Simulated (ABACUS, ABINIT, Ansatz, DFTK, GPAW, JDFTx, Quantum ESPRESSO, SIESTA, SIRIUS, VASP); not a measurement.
# One calculation of KI, 10 ways

```
I K
1.0
     0.00000    3.53277    3.53277
     3.53277    0.00000    3.53277
     3.53277    3.53277    0.00000
I K
1 1
Cartesian
  3.5328 3.5328 3.5328
  0.0000 0.0000 0.0000
```

Alike in all runs: task single point; functional PBEsol; k mesh 7 × 7 × 7; occupations fermi-dirac, width 0.05 eV; no spin polarisation; no spin-orbit coupling. Pressure is positive in compression and, in plane waves, holds the error of the finite cutoff.

```csv
program and potentials,plane-wave cutoff (eV),notes,pressure (GPa)
"ABINIT, PseudoDojo NC SR PBEsol v0.4.1 standard",1007,-,-0.29
"JDFTx, PseudoDojo-SR-PBEsol-0.4.1-standard with smoothed tails",1007,-,-0.29
"ABACUS, PseudoDojo NC SR 0.4.1 PBEsol standard, plane waves",1007,-,-0.29
"SIESTA, files PseudoDojo sr-pbesol-0.4.1-standard, DZP (energy shift 0.003 Ry; two zetas on semicore shells; d shell added on K)",-,atomic basis,-0.25
"Quantum ESPRESSO, GBRV 1.5 PBEsol",612,-,-0.40
"VASP, PBE PAW files I, K_sv, 520 eV",520,potentials made for PBE,-0.25
"DFTK, PseudoDojo SR PBEsol 0.4.1 standard (PBEsol)",1007,-,-0.29
"Ansatz, all-electron LAPW, scalar-relativistic",-,-,?
"SIRIUS, PseudoDojo 0.4.1 PBEsol standard (scalar relativistic)",1030,-,-0.29
"GPAW, PAW data sets generated for this functional",600,-,-0.30
```

Q: Estimate from the other rows what the run with Ansatz, all-electron LAPW, scalar-relativistic gave.

A: Pressure -0.28 GPa. The other rows, which needn't bracket it: pressure -0.40 to -0.25.
